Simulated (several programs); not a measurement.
# Many methods on one cell: GaN (zincblende)

GaN in the zincblende structure, relaxed with r2SCAN in Ansatz, was computed with several methods. Space group F-43m (No. 216), cubic; conventional cell a = 4.498 Å, 11.37 Å³ an atom. Ga has 4 N at 1.95 Å; N has 4 Ga at 1.95 Å. Calculated for a static, non-magnetic cell.

```
Ga N
1.0
     0.00000    2.24895    2.24895
     2.24895    0.00000    2.24895
     2.24895    2.24895    0.00000
Ga N
1 1
Direct
  0.00000 0.00000 0.00000
  0.25000 0.25000 0.25000
```

Gaps and times are for a single point on this cell; volume and bulk modulus come from each method's own relaxation or energy curve at fixed shape. Times are rough, from shared hosts (Arm Neoverse V1; Arm Neoverse V2; NVIDIA H100 80GB HBM3), and each method has its own mesh and cell size. PM6 (MOPAC), PM7 (MOPAC), GFN1-xTB (tblite), GFN2-xTB (tblite) treat a cluster of cells at its zone centre, which samples few k points: where these miss a band edge, the gap comes out too large for that reason alone. Gaps from k meshes are read at a limited set of points (mesh, symmetry points, PBE's band edges), so each method's own least gap may be somewhat smaller. Force fields have no electrons; where one was fitted to this phase, its volume and modulus reflect the fit. xTB and the PM methods were fitted mostly to molecules, and can miss a solid's gap by electronvolts. Minimal bases can be far off for gaps. Times of the plane-wave ladder aren't listed, since it ran on unlike processors and cards. GLLB-SC's gap includes the derivative discontinuity. G0W0 is at finite bands, cutoff and mesh. d marks a direct gap, i an indirect one (no mark: not told apart), a dash a value that wasn't computed or didn't pass its checks.

| method | kind | gap (eV) | own volume (Å³/atom) | bulk modulus (GPa) | atoms computed | processor time |
| --- | --- | --- | --- | --- | --- | --- |
| PBEsol | semilocal | – | 11.38 | – | 2 | – |
| GaN.sw (LAMMPS) | force field | – | 11.48 | 206 | 2 | 0.09 s |
| GaN.tersoff (LAMMPS) | force field | – | 11.38 | 208 | 2 | 0.1 s |
| light PBE (260 eV and a coarse mesh) | light plane-wave | 1.24 d | – | – | 2 | 0.48 s |
| PBE | semilocal | 1.76 d | 11.76 | 172 | 2 | – |
| PM7 (MOPAC) | semi-empirical | 2.90 | 11.34 | 370 | cluster | 2.6 s |
| PM6 (MOPAC) | semi-empirical | 4.90 | – | – | cluster | 2.6 s |
| LDA | semilocal | 1.77 d | 11.05 | – | 2 | – |
| GLLB-SC (GPAW) | model potential | 2.58 | – | – | 2 | 3 s |
| r2SCAN | semilocal | 2.17 d | 11.37 | 197 | 2 | – |
| PBE/single zeta (GPAW) | small basis | 2.07 d | – | – | 2 | 3.4 s |
| GFN1-xTB (tblite) | tight binding | 1.48 | – | – | cluster | 4.8 s |
| GFN2-xTB (tblite) | tight binding | 1.93 | 10.93 | 134 | cluster | 5.9 s |
| PBE/SZV (CP2K) | small basis | 1.94 d | 12.19 | 164 | 2 | 8.2 s |
| PBE+SOC | semilocal | 1.75 d | – | – | 2 | – |
| G0W0@LDA (140 eV screening cutoff) | many-body | 2.91 | – | – | 2 | – |
| PBE/DZVP (CP2K) | small basis | 1.74 d | 11.91 | 168 | 2 | 28 s |
| G0W0@r2SCAN (180 eV screening cutoff) | many-body | 3.12 | – | – | 2 | – |
| G0W0@PBE (260 eV screening cutoff) | many-body | 2.84 | – | – | 2 | – |
| PBE0 | hybrid | 3.70 d | – | – | 2 | – |
| HSE06 | hybrid | 3.01 d | 11.37 | – | 2 | – |
| r2SCANh | hybrid | 2.88 d | – | – | 2 | – |
| r2SCAN0 | hybrid | 3.99 d | – | – | 2 | – |
| DDH-PBE0 | hybrid | 3.05 d | – | – | 2 | – |
| G0W0@HSE06 (180 eV screening cutoff) | many-body | 3.49 | – | – | 2 | – |
| G0W0@PBE0 (180 eV screening cutoff) | many-body | 3.68 | – | – | 2 | – |
| HSE06+SOC | hybrid | 3.00 d | – | – | 2 | – |

Against HSE06 (3.01 eV) and with closed or daggered gaps left aside, the nearest gap at the points sampled is that of HSE06+SOC (-0.01 eV) and the farthest that of PM6 (MOPAC) (+1.89 eV). HSE06 is only a yardstick of convenience, and nearness to it can be luck.

Volumes against r2SCAN's: PBEsol 0.0 %, GaN.sw (LAMMPS) +1.0 %, GaN.tersoff (LAMMPS) 0.0 %, PBE +3.4 %, PM7 (MOPAC) -0.3 %, LDA -2.8 %, GFN2-xTB (tblite) -3.9 %, PBE/SZV (CP2K) +7.2 %, PBE/DZVP (CP2K) +4.7 %, HSE06 0.0 %.

Only the rows marked +SOC include spin-orbit coupling.
